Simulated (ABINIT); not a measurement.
# NbP (P1) in ABINIT: single point with PBE

Aim: the single point of NbP with PBE.

Program: ABINIT 10.8.3 (patched build). These are calculated values, not measurements. Logs are shortened: lines on timing, memory, paths and dates and some standing lists are left out, and cuts for length are marked. The log counts tension as positive stress, the text compression.

**1. The cell of the first run**

The typed cell holds 4 atoms: a = 6.210 Å, b = 6.210 Å, c = 6.210 Å, α = 148.70°, β = 148.70°, γ = 44.85°.

The cell is a database's computed one.

**2. Single point, PBE (atoms moved at random, drawn with an rms of 0.05 Å)**

run.abi

```
# Pseudopotentials
pp_dirpath "./"
pseudos "Nb.GGA_PBE-JTH.xml, P.GGA_PBE-JTH.xml"

# Structure
acell 6.209635874 6.209635874 6.209635874 Angstrom
rprim
    -0.2697297053     0.2697297053     0.9243872414
     0.2697297053    -0.2697297053     0.9243872414
     0.2697297053     0.2697297053    -0.9243872414
ntypat 2
znucl 41 15
natom 4
typat 1 1 2 2
xred
     0.2535610000     0.7355820000     0.4782830000
     0.4981910000     0.4931210000    -0.0114830000
     0.8469440000     0.3140820000     0.4953790000
     0.0665200000     0.0782870000    -0.0100490000
chkprim 0
chksymtnons 0
tolsym 1.0e-6

# Plane-wave basis
ecut 20.0
pawecutdg 40.0

# k points
kptopt 1
ngkpt 11 11 11
nshiftk 1
shiftk 0.0 0.0 0.0

# Exchange and correlation
ixc 11

# Bands and occupations
nband 22
occopt 3
tsmear 0.05 eV

# SCF cycle
nstep 100
tolvrs 1.0e-9

# Output
iomode 3
prtwf 0
prtden 0
prteig 0
prtebands 0
enunit 2
```

Potentials or basis: JTH PAW PBE v2.0.

Run with:

```bash
$ mpirun --bind-to none -np 4 abinit run.abi > log 2>&1
```

run.abo:

```text
.Version 10.8.3 of ABINIT
 Symmetries : space group P1 (#  1); Bravais aP (primitive triclinic)
================================================================================
 Values of the parameters that define the memory need of the present run
     intxc =       0    ionmov =       0      iscf =      17    lmnmax =      18
     lnmax =       6     mgfft =      48  mpssoang =       3    mqgrid =    3001
     natom =       4  nloc_mem =       2    nspden =       1   nspinor =       1
    nsppol =       1      nsym =       1    n1xccc =       1    ntypat =       2
    occopt =       3   xclevel =       2
       mpw =        1881          nfft =      110592          nkpt =         666
Pmy_natom=         1
 PAW method is used; the additional fine FFT grid is defined by:
   mgfftf=        72    nfftf =    373248
================================================================================
================================================================================

--------------------------------------------------------------------------------
------------- Echo of variables that govern the present computation ------------
--------------------------------------------------------------------------------
 -outvars: echo values of preprocessed input variables --------
            acell      1.1734511143E+01  1.1734511143E+01  1.1734511143E+01 Bohr
              amu      9.29063800E+01  3.09737620E+01
          chkprim           0
      chksymtnons           0
             ecut      2.00000000E+01 Hartree
           enunit           2
                       outvar_i_n : Printing only first  50 k-points.
              ixc          11
                       outvar_i_n : Printing only first  50 k-points.
         kptrlatt       11    0    0      0   11    0      0    0   11
          kptrlen      6.96332171E+01
            natom           4
            nband          22
            ngfft          48      48      48
          ngfftdg          72      72      72
             nkpt         666
            nstep         100
             nsym           1
           ntypat           2
                       prtocc : prtvol=0, do not print more k-points.
           occopt           3
        pawecutdg      4.00000000E+01 Hartree
         pawxcdev           0
           prtden           0
        prtebands           0
           prteig           0
            prtwf           0
            rprim     -2.6972970530E-01  2.6972970530E-01  9.2438724140E-01
                       2.6972970530E-01 -2.6972970530E-01  9.2438724140E-01
                       2.6972970530E-01  2.6972970530E-01 -9.2438724140E-01
          spgroup           1
           tolsym      1.00000000E-06
           tolvrs      1.00000000E-09
           tsmear      1.83746611E-03 Hartree
            typat      1  1  2  2
           useylm           1
                       outvars : Printing only first  50 k-points.
           xangst      1.6084355008E+00 -6.2608631246E-03  2.9323916626E+00
                      -2.7725004629E-02 -1.0741282830E-02  5.7561517780E+00
                      -6.2781148341E-02  1.7222247619E+00  3.8208857868E+00
                       2.8775181509E-03 -3.6540125716E-02  8.8889019165E-01
            xcart      3.0395025877E+00 -1.1831316617E-02  5.5414171362E+00
                      -5.2392665588E-02 -2.0298082789E-02  1.0877550400E+01
                      -1.1863917624E-01  3.2545331273E+00  7.2204276954E+00
                       5.4377212276E-03 -6.9050830210E-02  1.6797590182E+00
             xred      2.5356100000E-01  7.3558200000E-01  4.7828300000E-01
                       4.9819100000E-01  4.9312100000E-01 -1.1483000000E-02
                       8.4694400000E-01  3.1408200000E-01  4.9537900000E-01
                       6.6520000000E-02  7.8287000000E-02 -1.0049000000E-02
            znucl       41.00000   15.00000

================================================================================

 chkinp: Checking input parameters for consistency.

================================================================================
== DATASET  1 ==================================================================

--- !DatasetInfo
iteration_state: {dtset: 1, }
dimensions: {natom: 4, nkpt: 666, mband: 22, nsppol: 1, nspinor: 1, nspden: 1, mpw: 1881, }
[... 101 lines left out ...]
- [  2.56811668E-03,  -5.82473054E-04,  -5.35180383E-03, ]
- [  9.55551427E-04,  -1.34103755E-02,   5.01834617E-03, ]
- [ -9.01910394E-03,   6.39600755E-03,   2.20482882E-02, ]
force_length_stats: {min:   5.96458736E-03, max:   2.46653636E-02, mean:   1.71582480E-02, }
...

 Integrated electronic density in atomic spheres:
 ------------------------------------------------
 Atom  Sphere_radius  Integrated_density
    1        2.22094         10.13090653
    2        2.22094         10.15655014
    3        1.60765          1.60957337
    4        1.60765          1.60076220

================================================================================

 ----iterations are completed or convergence reached----

 Mean square residual over all n,k,spin=   61.541E-08; max=  73.646E-05
 reduced coordinates (array xred) for    4 atoms
       0.253561000000      0.735582000000      0.478283000000
       0.498191000000      0.493121000000     -0.011483000000
       0.846944000000      0.314082000000      0.495379000000
       0.066520000000      0.078287000000     -0.010049000000
 rms dE/dt=  1.8214E-01; max dE/dt=  2.4746E-01; dE/dt below (all hartree)
    1       0.228896786143      0.242200133878     -0.276986469346
    2       0.068026565200      0.048083249136     -0.064338798209
    3      -0.008962679400     -0.099902360059      0.093854820641
    4      -0.287951759316     -0.190368756835      0.247463703118

 cartesian coordinates (angstrom) at end:
    1      1.60843550081107    -0.00626086312463     2.93239166262039
    2     -0.02772500462867    -0.01074128282992     5.75615177801632
    3     -0.06278114834146     1.72222476193942     3.82088578680710
    4      0.00287751815091    -0.03654012571612     0.88889019165083

 cartesian forces (hartree/bohr) at end:
    1      0.00549543583354     0.00759684101108    -0.02171483050280
    2      0.00256811667765    -0.00058247305381    -0.00535180383011
    3      0.00095555142702    -0.01341037550803     0.00501834616798
    4     -0.00901910393821     0.00639600755076     0.02204828816494
 frms,max,avg= 1.0837194E-02 2.2048288E-02  -2.181E-07 -8.565E-08 -2.441E-07 h/b

 cartesian forces (eV/Angstrom) at end:
    1      0.28258667243569     0.39064527134362    -1.11662148010941
    2      0.13205786917498    -0.02995196869656    -0.27520081785880
    3      0.04913642999046    -0.68958923472462     0.25805373544448
    4     -0.46378097160113     0.32889593207756     1.13376856252373
 frms,max,avg= 5.5727090E-01 1.1337686E+00  -1.121E-05 -4.404E-06 -1.255E-05 e/A
 length scales= 11.734511143472 11.734511143472 11.734511143472 bohr
              =  6.209635874000  6.209635874000  6.209635874000 angstroms
 Fermi (or HOMO) energy (hartree) =   0.46508   Average Vxc (hartree)=  -0.43984
 Eigenvalues (hartree) for nkpt= 666  k points:
 kpt#   1, nband= 22, wtk=  0.00075, kpt=  0.0000  0.0000  0.0000 (reduced coord)
  -1.55436   -1.55214   -0.68134   -0.67472   -0.67375   -0.67044   -0.66902   -0.66737
  -0.00231    0.08266    0.24287    0.35236    0.37911    0.38801    0.39201    0.40037
   0.41459    0.41890    0.49252    0.51861    0.56759    0.57759
      occupation numbers for kpt#   1
   2.00000    2.00000    2.00000    2.00000    2.00000    2.00000    2.00000    2.00000
   2.00000    2.00000    2.00000    2.00000    2.00000    2.00000    2.00000    2.00000
   2.00000    2.00000    0.00000    0.00000    0.00000    0.00000
 prteigrs : prtvol=0 or 1, do not print more k-points.

 Fermi (or HOMO) energy (eV) =  12.65541   Average Vxc (eV)= -11.96879
 Eigenvalues (   eV  ) for nkpt= 666  k points:
 kpt#   1, nband= 22, wtk=  0.00075, kpt=  0.0000  0.0000  0.0000 (reduced coord)
 -42.29641  -42.23590  -18.54034  -18.36007  -18.33368  -18.24364  -18.20503  -18.16006
  -0.06275    2.24933    6.60890    9.58816   10.31621   10.55825   10.66703   10.89449
  11.28155   11.39875   13.40227   14.11212   15.44501   15.71695
 prteigrs : prtvol=0 or 1, do not print more k-points.

--- !EnergyTerms
iteration_state     : {dtset: 1, }
comment             : Components of total free energy in Hartree
kinetic             :  3.14349375791280E+01
hartree             :  2.23442519891876E+01
xc                  : -1.78200253998063E+01
Ewald energy        : -1.07607415643414E+02
psp_core            :  2.66744043920853E+00
local_psp           : -9.22514369641104E+01
PAW spherical_terms :  3.26906135628867E+01
internal            : -1.28541634436920E+02
'-kT*entropy'       : -1.74828079040956E-04
total_energy        : -1.28541809264999E+02
total_energy_eV     : -3.49780082066710E+03
...

--- !EnergyTermsDC
iteration_state     : {dtset: 1, }
comment             : '"Double-counting" decomposition of free energy'
band_energy         : -8.33538092858581E+00
Ewald energy        : -1.07607415643414E+02
psp_core            :  2.66744043920853E+00
xc_dc               : -1.96489218590042E+01
PAW spherical_terms :  4.38264051980920E+00
internal            : -1.28541637471986E+02
'-kT*entropy'       : -1.74828079040956E-04
total_energy_dc     : -1.28541812300065E+02
total_energy_dc_eV  : -3.49780090325547E+03
...

--- !EnergyTermsWithPAWCore
iteration_state     : {dtset: 1, }
comment             : 'Components of total free energy, including PAW core contributions'
Total energy        : -8.32431621666702E+03
Total energy DC     : -8.32431621970209E+03
Total energy (eV)   : -2.26516183805410E+05
Total energy DC (eV): -2.26516183887998E+05
...

 Cartesian components of stress tensor (hartree/bohr^3)
  sigma(1 1)=  8.79658814E-06  sigma(3 2)= -7.35949868E-06
  sigma(2 2)= -3.19489624E-05  sigma(3 1)= -2.99226051E-06
  sigma(3 3)=  1.06451826E-04  sigma(2 1)=  1.18028136E-06

-Cartesian components of stress tensor (GPa)         [Pressure= -8.1692E-01 GPa]
- sigma(1 1)=  2.58804558E-01  sigma(3 2)= -2.16523927E-01
- sigma(2 2)= -9.39970926E-01  sigma(3 1)= -8.80353436E-02
- sigma(3 3)=  3.13192086E+00  sigma(2 1)=  3.47250765E-02

== END DATASET(S) ==============================================================
================================================================================

 -outvars: echo values of variables after computation  --------
            acell      1.1734511143E+01  1.1734511143E+01  1.1734511143E+01 Bohr
           etotal     -1.2854181230E+02
            fcart      5.4954358335E-03  7.5968410111E-03 -2.1714830503E-02
                       2.5681166777E-03 -5.8247305381E-04 -5.3518038301E-03
                       9.5555142702E-04 -1.3410375508E-02  5.0183461680E-03
                      -9.0191039382E-03  6.3960075508E-03  2.2048288165E-02
            rprim     -2.6972970530E-01  2.6972970530E-01  9.2438724140E-01
                       2.6972970530E-01 -2.6972970530E-01  9.2438724140E-01
                       2.6972970530E-01  2.6972970530E-01 -9.2438724140E-01
           strten      8.7965881425E-06 -3.1948962380E-05  1.0645182626E-04
                      -7.3594986822E-06 -2.9922605089E-06  1.1802813614E-06
           xangst      1.6084355008E+00 -6.2608631246E-03  2.9323916626E+00
                      -2.7725004629E-02 -1.0741282830E-02  5.7561517780E+00
                      -6.2781148341E-02  1.7222247619E+00  3.8208857868E+00
                       2.8775181509E-03 -3.6540125716E-02  8.8889019165E-01
             xred      2.5356100000E-01  7.3558200000E-01  4.7828300000E-01
                       4.9819100000E-01  4.9312100000E-01 -1.1483000000E-02
                       8.4694400000E-01  3.1408200000E-01  4.9537900000E-01
                       6.6520000000E-02  7.8287000000E-02 -1.0049000000E-02
 Calculation completed.
```

Wall time 8.3 min (4 MPI ranks of Arm Neoverse V1, shared host); peak memory 1.5 GiB.

What came out:

```
Free energy                                           : -3497.8009 eV
Pressure                                              : -0.8 GPa
Largest force                                         : 1.268 eV/Å
Band gap on the k mesh                                : none (metal or under the smearing width)
Valence electrons inside the program's atomic spheres : Nb 10.13, 10.16; P 1.61, 1.60
```

Forces on the atoms (eV/Å):
```
Nb   0.283  0.391 -1.117
Nb   0.132 -0.030 -0.275
P    0.049 -0.690  0.258
P   -0.464  0.329  1.134
```
